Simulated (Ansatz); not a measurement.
Input and command of a calculation in Ansatz (plane waves; scalar-relativistic PAW potentials unless the input names others):

```yaml
crystal:
  lattice:
    - [3.7287124232, 0.0, 0.0]
    - [-1.8643562116, 3.2291596819, 0.0]
    - [0.0, 0.0, 6.1792234661]
  atoms:
    - { symbol: Si, position: [0.3333333333, 0.6666666667, 0.063366303] }
    - { symbol: Si, position: [0.6666666667, 0.3333333333, 0.563366303] }
    - { symbol: Si, position: [0.3333333333, 0.6666666667, 0.436633697] }
    - { symbol: Si, position: [0.6666666667, 0.3333333333, 0.936633697] }
basis:
  xc_grid: 1
kpoints:
  mp_grid: { grid: [12, 12, 6] }
hamiltonian:
  xc: pbe
  pseudopotentials: { kind: paw, source: jth }
scf:
  occupations: { method: gaussian, width: 0.02 }
output:
  forces: true
  eigenvalues: true
  stress: true
```

```bash
ansatz run input.yaml --threads 1 --pin off --max-ram 2560MiB --backend cpu --events-out ev --progress --plain --runs-dir out
```

Abridged log:
```
Warning: <dir> the checks of this Si dataset prove no rule for summing its radial tables, as where they were carried onto another mesh than they were made on, and Gregory's rule is taken, under which a leading mesh point left out moves its sums only by what lay on the interval it spanned. ...
Warning: basis.ecutrho_ratio 6 (ecutrho = 2340 eV, dense FFT grid 30×30×50): the grid does not resolve the core-correction charge of Si (measure 0.11 e/Å^2.5); ...
Basis set: ecut = 390 eV, 1291 PW (Γ)
Bands: 12, of which v1, the nominal top of the filled ones, is band 8 counted from 1 (7 counted from 0)
Symmetry: 24 space group operations
k-points: 76 of 864
SCF iter   1: F=—  HF=-2543.091143 eV  |F-HF|=—  |Δ(HF+E_count)|=         —  Δρ=5.06e-2  dr2=1.72e0  ethr=3.10e-3  ⟨swp⟩=12.3  Hψ=10608  notcnv=0
SCF iter   2: F=—  HF=-2542.724250 eV  |F-HF|=—  |Δ(HF+E_count)|=   3.67e-1  Δρ=2.20e-2  dr2=2.77e-1  ethr=3.10e-3  ⟨swp⟩=3.0  Hψ=2424  notcnv=0
SCF iter   3: F=—  HF=-2542.676330 eV  |F-HF|=—  |Δ(HF+E_count)|=   4.79e-2  Δρ=2.07e-3  dr2=1.93e-3  ethr=1.73e-3  ⟨swp⟩=1.5  Hψ=1098  notcnv=0
SCF iter   4: F=—  HF=-2542.677613 eV  |F-HF|=—  |Δ(HF+E_count)|=   1.28e-3  Δρ=2.66e-4  dr2=2.68e-5  ethr=1.21e-5  ⟨swp⟩=3.7  Hψ=2476  notcnv=0
SCF iter   5: F=—  HF=-2542.677508 eV  |F-HF|=—  |Δ(HF+E_count)|=   1.05e-4  Δρ=3.37e-5  dr2=7.01e-7  ethr=1.67e-7  ⟨swp⟩=3.5  Hψ=2000  notcnv=0
SCF iter   6: F=-2542.677506 eV  HF=-2542.677506 eV  |F-HF|=3.85e-9  |Δ(HF+E_count)|=   1.42e-6  Δρ=6.10e-6  dr2=3.34e-8  ethr=6.25e-10  ⟨swp⟩=12.3  Hψ=7775  notcnv=0
SCF 1 converged in 6 iterations: F = -2542.677506 eV  dr2 = 3.34e-8
SCF converged after 6 iterations
Free energy (F): -2542.677506 eV
Harris-Foulkes:  -2542.677506 eV  (|F-HF|=3.85e-9)
Internal energy: -2542.677506 eV  (E = F + TS)
E sigma→0 (E₀):  -2542.677506 eV
Fermi energy:    7.490108 eV
--- Forces (eV/Å), atoms counted from 1 ---
  atom   1  Si     0.00000000     0.00000000     0.00612790
  atom   2  Si     0.00000000     0.00000000     0.00612790
  atom   3  Si     0.00000000     0.00000000    -0.00612790
  atom   4  Si     0.00000000     0.00000000    -0.00612790
--- Stress (GPa, compression-positive) ---
       10.118746       0.000000       0.000000
        0.000000      10.118746       0.000000
        0.000000       0.000000      10.011369
  P = ⅓ Tr σ = 10.0830 GPa (100.830 kbar)
```

Apart from outputs, empty bands and the relaxation, which only the reference makes, the input differs from a reference run on usual settings in hamiltonian.pseudopotentials: not typed → {"kind": "paw", "source": "jth"}; basis.xc_grid: not typed → 1; basis.ecutwfc: 420 → not typed. The reference, at the same geometry, ended its own course with pressure 10.23 GPa, largest force 0.002 eV/Å, gap on the mesh 0.23 eV. This run converged in 6 SCF iterations with a total energy on another zero, pressure 10.08 GPa, largest force 0.006 eV/Å, gap on the mesh 0.25 eV.

Time: 1.7 s on 1 thread of AMD EPYC 9R45 96-Core Processor (Zen 5) (shared host), peak memory 0.36 GiB.